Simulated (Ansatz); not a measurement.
## PbF2 (Fluorocronite) under changes of volume

One of the cells (17.354 Å³/atom); the others are scaled copies at fixed shape and fractional positions:

```
Pb F
1.0
     0.00000    2.96366    2.96366
     2.96366    0.00000    2.96366
     2.96366    2.96366    0.00000
Pb F
1 2
Cartesian
  0.0000 0.0000 0.0000
  4.4455 4.4455 4.4455
  1.4818 1.4818 1.4818
```

- Program: Ansatz 0.2.0
- Functional: PBEsol
- Potentials or basis: Ansatz PAW
- Cutoff: 420 eV (not typed: the program's choice for these potentials)
- k mesh: 8 × 8 × 8
- Occupations: fermi-dirac, width 0.05 eV
- Spin: no spin polarisation

```tsv
volume (Å³/atom)	energy over the lowest point (meV/atom)	pressure (GPa)	gap on the mesh (eV)
16.313	9.39	4.0	4.28
16.660	2.72	2.1	4.30
17.007	0.00	0.4	4.30
17.354	0.78	-1.1	4.31
17.701	4.54	-2.4	4.31
18.048	?	?	?
18.395	20.15	-4.7	4.30
```

What does the run at 18.048 Å³/atom give?

Energy over the lowest point 11.07 meV/atom; pressure -3.6 GPa; gap on the mesh 4.31 eV.

Worked out: A Birch-Murnaghan fit of order 3 (a polynomial in V^(-2/3)) to the other rows has its minimum at 17.10 Å³/atom with B0 = V·E''(V) = 76 GPa and B' = 4.8. It gives 11.14 meV/atom at 18.048 Å³/atom, against the run's 11.07, and -dE/dV = -3.6 GPa, against -3.6. A parabola through the other rows of the gap, of slope -0.256 eV per unit of ln V there, gives 4.31 eV, against the run's 4.31.

Energies are extrapolated to zero smearing.

Caveats: spin-orbit coupling is left out, which as a rule narrows the gap of such compounds by several tenths of an eV; the PAW data sets come from PBE, with cores solved anew for the run's functional, which leaves a small shift of forces and pressure.

A mesh can miss the band edges.
